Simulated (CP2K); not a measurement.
A run of CP2K 2026.2 is set up as follows.

mgo_scf.inp

```
&GLOBAL
  PROJECT mgo_scf
  RUN_TYPE ENERGY_FORCE
  PRINT_LEVEL LOW
&END GLOBAL
&FORCE_EVAL
  METHOD QS
  STRESS_TENSOR ANALYTICAL
  &DFT
    BASIS_SET_FILE_NAME BASIS_MOLOPT_UZH
    POTENTIAL_FILE_NAME POTENTIAL_UZH
    &MGRID
      CUTOFF 1400
      REL_CUTOFF 60
      NGRIDS 4
    &END MGRID
    &QS
      METHOD GPW
      EPS_DEFAULT 1.0E-10
    &END QS
    &KPOINTS
      SCHEME MONKHORST-PACK 11 11 11
      GAMMA_CENTERED T
      SYMMETRY T
      SYMMETRY_BACKEND SPGLIB
    &END KPOINTS
    &SCF
      SCF_GUESS ATOMIC
      EPS_SCF 1.0E-6
      MAX_SCF 100
      ADDED_MOS 10
      CHOLESKY OFF
      EPS_EIGVAL 1.0E-7
      &DIAGONALIZATION ON
        ALGORITHM STANDARD
      &END DIAGONALIZATION
      &MIXING ON
        METHOD BROYDEN_MIXING
        ALPHA 0.4
        BETA 1.5
        NBUFFER 8
      &END MIXING
      &SMEAR ON
        METHOD GAUSSIAN
        SIGMA [eV] 0.1
      &END SMEAR
    &END SCF
    &XC
      &XC_FUNCTIONAL PBE
      &END XC_FUNCTIONAL
    &END XC
    &PRINT
      &KPOINTS ON
      &END KPOINTS
      &MULLIKEN ON
      &END MULLIKEN
      &MO ON
        ENERGIES T
        OCCUPATION_NUMBERS T
        &EACH
          QS_SCF 0
        &END EACH
        ADD_LAST NUMERIC
      &END MO
      &E_DENSITY_CUBE ON
        STRIDE 2
      &END E_DENSITY_CUBE
      &V_HARTREE_CUBE ON
        STRIDE 2
      &END V_HARTREE_CUBE
      &ELF_CUBE ON
        STRIDE 2
      &END ELF_CUBE
    &END PRINT
  &END DFT
  &SUBSYS
    &CELL
      A 2.9656078099 0.0000000000 0.0000000000
      B 1.4828039049 2.5682917010 0.0000000000
      C 1.4828039049 0.8560972337 2.4214086371
      PERIODIC XYZ
    &END CELL
    &COORD
      SCALED
      Mg  0.0000000000 0.0000000000 0.0000000000
      O   0.5000000000 0.5000000000 0.5000000000
    &END COORD
    &KIND Mg
      BASIS_SET TZVP-MOLOPT-PBE-GTH-q10
      POTENTIAL GTH-PBE-q10
    &END KIND
    &KIND O
      BASIS_SET TZVP-MOLOPT-PBE-GTH-q6
      POTENTIAL GTH-PBE-q6
    &END KIND
    &PRINT
      &ATOMIC_COORDINATES ON
      &END ATOMIC_COORDINATES
      &CELL ON
      &END CELL
    &END PRINT
  &END SUBSYS
  &PRINT
    &FORCES ON
    &END FORCES
    &STRESS_TENSOR ON
    &END STRESS_TENSOR
  &END PRINT
&END FORCE_EVAL
```

Potentials or basis: POTENTIAL_UZH Mg GTH-PBE-q10, O GTH-PBE-q6; TZVP-MOLOPT-PBE-GTH basis.

The run is started by

```bash
$ OMP_NUM_THREADS=1 cp2k.psmp -i mgo_scf.inp -o mgo_scf.out
```

Question: Estimate the Mulliken charges.

Answer: Mg +1.99; O -1.99 e.

Question: What does it give for the pressure?

Answer: 10.9 GPa.

Question: Estimate the band gap on the k mesh.

Answer: 4.82 eV, direct.

Caveat: the basis of atomic orbitals isn't converged, which shifts pressures, moduli and gaps.

**Experimental background.**

“Electronic structure of alkaline earth and post-transition metal oxides”, 2009, arxiv:0908.1581 quotes, for a bulk crystal of MgO: band gap 7.83 eV.

Against the measured gap of MgO, 7.83 eV (quoted in “Electronic structure of alkaline earth and post-transition metal oxides”, 2009, arxiv:0908.1581), the calculated 4.82 eV is off by -3.01 eV. The value is that of PBE in an atomic basis (POTENTIAL_UZH Mg GTH-PBE-q10, O GTH-PBE-q6; TZVP-MOLOPT-PBE-GTH basis), whose error adds to the functional's,, without temperature or zero-point motion. Semilocal functionals fall short of measured gaps as a rule. The cell is a database's relaxed one, not the measured one, which moves gaps too.
